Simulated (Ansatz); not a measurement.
An Ansatz input and the part of its output that reports the observables at the nuclei.

The cell is a COD entry, relaxed with PBE at fixed cell and then changed (volume scaled by 1.02, ions relaxed).

```yaml
crystal:
  lattice:
    - [2.949404539, 0.0, 0.0]
    - [-1.4747022695, 2.5542592568, 0.0]
    - [0.0, 0.0, 4.8217227788]
  atoms:
    - { symbol: Ag, position: [0.3333333333, 0.6666666667, 0.25] }
    - { symbol: Ag, position: [0.6666666667, 0.3333333333, 0.75] }
kpoints:
  mp_grid: { grid: [18, 18, 10] }
scf:
  occupations: { method: fermi_dirac, width: 0.05 }
hamiltonian:
  xc: pbe
  pseudopotentials: { kind: paw }
output:
  forces: true
  stress: true
  populations: true
  efg: { contact_densities: true }
  write_density: true
  write_potential: true
  elf: true
  volumetric_format: npy
relax:
  f_tol: 0.02
  max_steps: 60
```

```sh
ansatz run input.yaml --threads 1 --pin off --max-ram 3072MiB --backend cpu --events-out ev --progress --plain --runs-dir out
```

The run relaxes the ions first, and the block belongs to the relaxed positions.

Of the output, the block on the nuclei alone is shown; the set-up, the SCF iterations, energies, forces and stress are cut. One atom of each set with nearly equal values is shown.

```
--- PAW observables at the nuclei: V_zz in 10²¹ V/m², potentials from the cell's mean, atoms counted from 1 ---
  atom   1  Ag V_zz =    +0.098071   η = 0.0000   by run symmetry: allowed
            electrostatic potential = -7481.798853 V   contact ρ = 948410.538954 e/Å³
```

The relaxation (1 step) took 10 s of wall time (9.1 s of CPU time) and 0.48 GiB at its peak, on 1 thread of Intel Xeon 6975P-C (Granite Rapids) (x86_64; 16 cores open to the job, memory cap 3.0 GiB, no GPU), a shared host with a load of 2.2 a core.

With no gap above 0.1 eV, as in a metal, the gradients converge slowly in k; expect changes of a tenth or more on a denser mesh. Without spin–orbit coupling (the program notes it for Ag) the gradients can shift somewhat, as the gap is small.
